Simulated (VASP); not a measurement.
# NaH (Fm-3m) in VASP: elastic constants with PBE

Aim: the elastic constants of NaH with PBE.

Program: VASP 6.6.1. These are calculated values, not measurements. Logs are shortened: lines on timing, memory, paths and dates and some standing lists are left out, and cuts for length are marked.

### 1 Starting point

The structure is cubic, space group Fm-3m (No. 225). Conventional cell: a = 4.880 Å, b = 4.880 Å, c = 4.880 Å, α = 90.00°, β = 90.00°, γ = 90.00°. Na (site symmetry m-3m) has 6 H at 2.44 Å as nearest neighbours. H (site symmetry m-3m) is surrounded by 6 Na at 2.44 Å.

### 2 Elastic constants, PBE

File INCAR:

```
  ALGO = Fast
  EDIFF = 1E-8
  ENCUT = 600
  GGA = PE
  IBRION = 6
  ISIF = 3
  ISMEAR = -1
  LASPH = T
  LCHARG = T
  LREAL = F
  LWAVE = F
  NBANDS = 11
  NELM = 100
  NFREE = 2
  NSW = 1
  POTIM = 0.015
  PREC = Accurate
  SIGMA = 0.1
```

File KPOINTS:

```
k-points
0
Gamma
  6 6 6
```

File POSCAR:

```
NaH
1.0
    0.0000000000      2.4400000000      2.4400000000
    2.4400000000      0.0000000000      2.4400000000
    2.4400000000      2.4400000000      0.0000000000
Na H
1 1
Direct
    0.0000000000      0.0000000000      0.0000000000
    0.5000000000      0.5000000000      0.5000000000
```

Potentials or basis: VASP PAW PBE potentials, release 64 (Na_pv, H).

Command:

```console
$ cat potpaw_PBE.64/Na_pv/POTCAR potpaw_PBE.64/H/POTCAR > POTCAR
$ mpirun -np 1 vasp_std > vasp.out
```

OUTCAR:

```text
EDIFF = 1E-8
   ENCUT = 600
   GGA = PE
   IBRION = 6
   ISIF = 3
   ISMEAR = -1
   LASPH = T
   LREAL = F
   NELM = 100
   NFREE = 2
   NSW = 1
   POTIM = 0.015
   PREC = Accurate

 ion  position               nearest neighbor table
   1  0.000  0.000  0.000-
   2  0.500  0.500  0.500-

  LATTYP: Found a face centered cubic cell.
 ALAT       =     4.8800000000

  Lattice vectors:

 A1 = (   0.0000000000,   2.4400000000,   2.4400000000)
 A2 = (   2.4400000000,   0.0000000000,   2.4400000000)
 A3 = (   2.4400000000,   2.4400000000,   0.0000000000)

Analysis of symmetry for initial positions (statically):
=====================================================================
 Subroutine PRICEL returns:
 Original cell was already a primitive cell.

 Routine SETGRP: Setting up the symmetry group for a
 face centered cubic supercell.

 Subroutine GETGRP returns: Found 48 space group operations
 (whereof 48 operations were pure point group operations)
 out of a pool of 48 trial point group operations.

The static configuration has the point symmetry O_h .

Analysis of symmetry for dynamics (positions and initial velocities):
=====================================================================
 Subroutine PRICEL returns:
 Original cell was already a primitive cell.

 Routine SETGRP: Setting up the symmetry group for a
 face centered cubic supercell.

 Subroutine GETGRP returns: Found 48 space group operations
 (whereof 48 operations were pure point group operations)
 out of a pool of 48 trial point group operations.

The dynamic configuration has the point symmetry O_h .

 Subroutine INISYM returns: Found 48 space group operations
 (whereof 48 operations are pure point group operations),
[... 349 lines left out ...]
     11      14.9686      0.00000
[... 309 lines left out ...]
 k-point    24 :       0.0000   -0.3333    0.3333
  band No.  band energies     occupation
      1     -23.4155      2.00000
      2     -23.4131      2.00000
      3     -23.3784      2.00000
      4      -1.4638      2.00000
      5       4.3930      0.00000
      6       4.5976      0.00000
      7      10.3344      0.00000
      8      10.8877      0.00000
      9      16.8102      0.00000
     10      19.6981      0.00000
     11      20.0253      0.00000

 [... further k-points ...]

------------------------ aborting loop because EDIFF is reached ----------------------------------------

  FORCE on cell =-STRESS in cart. coord.  units (eV):
  Direction    XX          YY          ZZ          XY          YZ          ZX
  --------------------------------------------------------------------------------------
  -------------------------------------------------------------------------------------
  Total       -0.1161220     -0.1173567     -0.1173567     -0.0000000      0.0000000      0.0000000
  in kB       -6.4036214     -6.4717077     -6.4717077     -0.0000000      0.0000000      0.0000000
  external PRESSURE =      -6.4490123 kB  Pullay stress =       0.0000000 kB
[... 17 lines left out ...]
  FREE ENERGIE OF THE ION-ELECTRON SYSTEM (eV)
  ---------------------------------------------------
  free  energy   TOTEN  =        -5.0863191519 eV

  energy  without entropy=       -5.0863191497  energy(sigma->0) =       -5.08631915

 INTERNAL STRAIN TENSORS FROM STRAINED CELLS
 ============================================

 INTERNAL STRAIN TENSOR FOR ION    1 for displacements in x,y,z  (eV/Angst):
          X           Y           Z          XY          YZ          ZX
  --------------------------------------------------------------------------------
  x     0.00000     0.00000    -0.00000     0.00000     0.00000    -0.00000
  y     0.00000    -0.00000     0.00000     0.00000    -0.00000     0.00000
  z     0.00000     0.00000     0.00000     0.00000     0.00000     0.00000

 INTERNAL STRAIN TENSORS FROM DISPLACED ATOMS
 ============================================

 INTERNAL STRAIN TENSOR FOR ION    1 for displacements in x,y,z  (eV/Angst):
          X           Y           Z          XY          YZ          ZX
  --------------------------------------------------------------------------------
  x     0.00000     0.00000     0.00000     0.00000     0.00000     0.00000
  y     0.00000     0.00000     0.00000     0.00000     0.00000     0.00000
  z     0.00000     0.00000     0.00000     0.00000     0.00000     0.00000

 INTERNAL STRAIN TENSOR FOR ION    2 for displacements in x,y,z  (eV/Angst):
          X           Y           Z          XY          YZ          ZX
  --------------------------------------------------------------------------------
  x     0.00000     0.00000     0.00000     0.00000     0.00000     0.00000
  y     0.00000     0.00000     0.00000     0.00000     0.00000     0.00000
  z     0.00000     0.00000     0.00000     0.00000     0.00000     0.00000

 Eigenvectors and eigenvalues of the dynamical matrix
 ----------------------------------------------------

   1 f  =   14.041703 THz    88.226623 2PiTHz  468.380803 cm-1    58.071792 meV
             X         Y         Z           dx          dy          dz
      0.000000  0.000000  0.000000     0.203593   -0.037536   -0.000000
      2.440000  2.440000  2.440000    -0.962120    0.177385    0.000000
[... 21 lines left out ...]
   6 f/i=    0.040999 THz     0.257602 2PiTHz    1.367565 cm-1     0.169556 meV
             X         Y         Z           dx          dy          dz
      0.000000  0.000000  0.000000    -0.966427   -0.150304    0.023846
      2.440000  2.440000  2.440000    -0.204504   -0.031806    0.005046

--------------------------------------------------------------------------------------------------------

 ELASTIC MODULI CONTR FROM IONIC RELAXATION (kBar)
 Direction    XX          YY          ZZ          XY          YZ          ZX
 --------------------------------------------------------------------------------
 XX           0.0000      0.0000      0.0000      0.0000      0.0000      0.0000
 YY           0.0000      0.0000      0.0000      0.0000      0.0000      0.0000
 ZZ           0.0000      0.0000      0.0000      0.0000      0.0000      0.0000
 XY           0.0000      0.0000      0.0000      0.0000      0.0000      0.0000
 YZ           0.0000      0.0000      0.0000      0.0000      0.0000      0.0000
 ZX           0.0000      0.0000      0.0000      0.0000      0.0000      0.0000
 --------------------------------------------------------------------------------

 TOTAL ELASTIC MODULI (kBar)
 Direction    XX          YY          ZZ          XY          YZ          ZX
 --------------------------------------------------------------------------------
 XX         380.1500    107.2298    107.2298     -0.0000      0.0000      0.0000
 YY         107.2298    380.1500    107.2298     -0.0000      0.0000      0.0000
 ZZ         107.2298    107.2298    380.1500      0.0000     -0.0000     -0.0000
 XY          -0.0000     -0.0000      0.0000    220.6777      0.0000      0.0000
 YZ           0.0000      0.0000     -0.0000      0.0000    220.6777      0.0000
 ZX           0.0000      0.0000     -0.0000      0.0000      0.0000    220.6777
 --------------------------------------------------------------------------------
```

OSZICAR:

```text
N       E                     dE             d eps       ncg     rms          rms(c)
DAV:   1     0.349411159385E+02    0.34941E+02   -0.49223E+03   352   0.811E+02
DAV:   2    -0.419879286859E+01   -0.39140E+02   -0.38337E+02   372   0.194E+02
DAV:   3    -0.550366480683E+01   -0.13049E+01   -0.13036E+01   430   0.328E+01
[... 234 lines left out ...]
RMM:   4    -0.508631756470E+01   -0.28886E-05   -0.30340E-05   687   0.419E-02    0.342E-03
RMM:   5    -0.508631899979E+01   -0.14351E-05   -0.63897E-06   669   0.175E-02    0.536E-04
RMM:   6    -0.508631912097E+01   -0.12119E-06   -0.11475E-06   681   0.848E-03    0.114E-04
RMM:   7    -0.508631914765E+01   -0.26679E-07   -0.26530E-07   621   0.363E-03    0.132E-04
RMM:   8    -0.508631915188E+01   -0.42256E-08   -0.45264E-08   586   0.159E-03
  17 F= -.50863192E+01 E0= -.50863192E+01  d E =-.219636E-08
```

It took 1.7 min on 1 thread of Intel Xeon 6975P-C (Granite Rapids), shared host; peak memory 0.18 GiB.

Results:

| Property | Result |
| --- | --- |
| Elastic constants C11, C12, C44 | 38, 11, 22 GPa |
| Voigt bulk modulus | 20 GPa |
| Highest phonon frequency at Γ, LO-TO splitting left out | 468 cm⁻¹ |

Phonon frequencies in cm⁻¹ (negative: imaginary):
```
              q point           frequencies
(0.000, 0.000, 0.000)  -1 -1 -1 468 468 468
```

Elastic tensor in Voigt notation (GPa, in the Cartesian axes of the cell as first typed):
```
38 11 11  0  0  0
11 38 11  0  0  0
11 11 38  0  0  0
 0  0  0 22  0  0
 0  0  0  0 22  0
 0  0  0  0  0 22
```

Clamped-ion elastic tensor (GPa):
```
38 11 11  0  0  0
11 38 11  0  0  0
11 11 38  0  0  0
 0  0  0 22  0  0
 0  0  0  0 22  0
 0  0  0  0  0 22
```

Caveat: the k mesh is coarse (spacing up to 0.37 Å⁻¹), so the values aren't converged.
